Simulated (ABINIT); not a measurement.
Set up this calculation in ABINIT 10.8.3 (patched build), as the native input.

- Task: single point
- Functional: PBE
- Potentials or basis: JTH PAW PBE v2.0
- Cutoff: 1116 eV
- k mesh: 11 × 11 × 7
- Occupations: fermi-dirac, width 0.05 eV
- Spin: collinear spin, ferromagnetic start
- Starting moments: [1.0, 0.0] μB
- Fine-grid cutoff: 1714.32 eV

AlNi:

```
CELL_PARAMETERS angstrom
2.30068 -1.39468 0.00000
2.30068 1.39468 0.00000
-1.35645 0.00000 3.88084
ATOMIC_POSITIONS crystal
Ni 0.50000 0.50000 0.50000
Al 0.00000 0.00000 0.00000
```

The cell comes from a database or a generator and needn't be the stable form of this composition.

One way to write it, as run:

run.abi

```
# Pseudopotentials
pp_dirpath "./"
pseudos "Ni.GGA_PBE-JTH.xml, Al.GGA_PBE-JTH.xml"

# Structure
acell 3*1.0 Angstrom
rprim
     2.3006810000    -1.3946800000     0.0000000000
     2.3006810000     1.3946800000     0.0000000000
    -1.3564510000     0.0000000000     3.8808380000
ntypat 2
znucl 28 13
natom 2
typat 1 2
xred
     0.5000000000     0.5000000000     0.5000000000
     0.0000000000     0.0000000000     0.0000000000
chkprim 0
chksymtnons 0
tolsym 1.0e-6

# Plane-wave basis
ecut 41.0
pawecutdg 63.0
pawxcdev 0

# k points
kptopt 1
ngkpt 11 11 7
nshiftk 1
shiftk 0.0 0.0 0.0

# Exchange and correlation
ixc 11

# Bands and occupations
nband 15
occopt 3
tsmear 0.00183747

# Spin
nsppol 2
spinat
     0.0000000000     0.0000000000     1.0000000000
     0.0000000000     0.0000000000     0.0000000000

# SCF cycle
nstep 100
tolvrs 1.0e-9

# Output
iomode 3
prtwf 0
prtden 0
prteig 0
prtebands 0
enunit 2
```

Potentials or basis: JTH PAW PBE v2.0.

Run with:

```console
$ abinit run.abi > log 2>&1
```

It gave:

```yaml
Pressure: 2.1 GPa
Band_gap_on_the_k_mesh: none (metal or under the smearing width)
Net_moment: 0.00 μB per cell
Valence_electrons_inside_the_program's_atomic_spheres: Ni 15.88; Al 0.81
```

Caveat: small starting moments can end in a higher magnetic state in this program.

It took 10 min on 1 thread of Arm Neoverse V1, with other jobs on the host, peak memory 0.5 GiB.
